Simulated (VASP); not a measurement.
Set up this calculation in VASP 6.6.1, as the native input.

```
Task                   : relaxation of the atoms
Functional             : PBE
Dispersion             : D3(BJ)
Potentials or basis    : VASP PAW PBE potentials, release 64 (Cu, I)
Cutoff                 : 600 eV
k mesh                 : 8 × 8 × 8
Occupations            : gaussian, width 0.03 eV
Spin                   : no spin polarisation
Further INCAR settings : ALGO = Normal; EDIFF = 1e-07; IBRION = 2; EDIFFG = -0.01; NSW = 40
```

The structure of CuI (Marshite) lies in POSCAR:

```
CuI                                     
1.0
    0.0000000000      2.9669058467      2.9669058467
    2.9669058467      0.0000000000      2.9669058467
    2.9669058467      2.9669058467      0.0000000000
  Cu              I             
     1     1
Direct
     0.2500000000000000    0.2500000000000000    0.2500000000000000
     0.0000000000000000    0.0000000000000000    0.0000000000000000
```

The cell isn't the ideal one: a relaxed cell with its volume scaled by 0.98.

The input as run:

INCAR

```
PREC     = Accurate       # precision mode
ENCUT    = 600            # plane-wave cutoff, eV
EDIFF    = 1E-7           # SCF threshold, eV
ISMEAR   = 0              # smearing method
SIGMA    = 0.03           # smearing width, eV
LREAL    = False          # projectors in reciprocal space
LASPH    = True           # aspherical terms in the spheres
NELM     = 80             # most SCF steps
ALGO     = Normal         # electronic algorithm
ISIF     = 2              # what is computed and relaxed
LWAVE    = False          # write WAVECAR
LCHARG   = False          # write CHGCAR
GGA      = PE             # functional
IVDW     = 12             # dispersion correction
IBRION   = 2              # ionic algorithm
NSW      = 40             # ionic steps
EDIFFG   = -0.01          # ionic threshold
```

KPOINTS

```
regular mesh
0
Gamma
  8 8 8
```

Potentials or basis: VASP PAW PBE potentials, release 64 (Cu, I).

Command:

```sh
$ cat potpaw_PBE.64/Cu/POTCAR potpaw_PBE.64/I/POTCAR > POTCAR
$ mpirun -np 1 vasp_std > vasp.out
```

It gave:

* Pressure after relaxing: 1.0 GPa
* Band gap on the k mesh: 1.32 eV, direct
* Dispersion energy per atom: -0.368 eV

Caveat: the relaxation stopped at its first step, so nothing moved; spin-orbit coupling is left out, which moves the levels of the heavy elements.

Wall time 14 s on 1 thread of Intel(R) Xeon(R) 6975P-C (Granite Rapids), with other jobs on the host, peak memory 0.22 GiB.
